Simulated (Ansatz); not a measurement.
SnSe, a slab with vacuum:

```
Sn Se
1.0
     4.28533    0.00000    0.00000
     0.00000    4.28533    0.00000
     0.00000    0.00000   10.99069
Sn Se
2 2
Direct
  0.00000 0.50000 0.62777
  0.50000 0.00000 0.37223
  0.00000 0.50000 0.38396
  0.50000 0.00000 0.61604
```

Base run:

```yaml
Program: Ansatz 0.2.0
Functional: r2SCAN0 form with a typed share of exact exchange
Potentials_or_basis: Ansatz PAW
Cutoff: "500 eV (not typed: the program's choice for these potentials)"
k_mesh: 4 × 4 × 2
Occupations: fermi-dirac, width 0.05 eV
Spin: no spin polarisation
```

Its results: band gap on the k mesh 3.97 eV, direct; largest force 0.437 eV/Å.

Q: The run is repeated on the same cell with these changes: functional from r2SCAN0 form with a typed share of exact exchange to r2SCAN0; share of exact exchange from 0.5 to 0.25. What comes out?

A: Band gap on the k mesh 2.93 eV, direct; largest force 0.263 eV/Å.

Caveats: spin-orbit coupling is left out, which moves the levels of the heavy elements; the PAW data sets come from PBE, with cores solved anew for the run's functional, which leaves a small shift of forces and pressure.

A k mesh can miss the band edges.
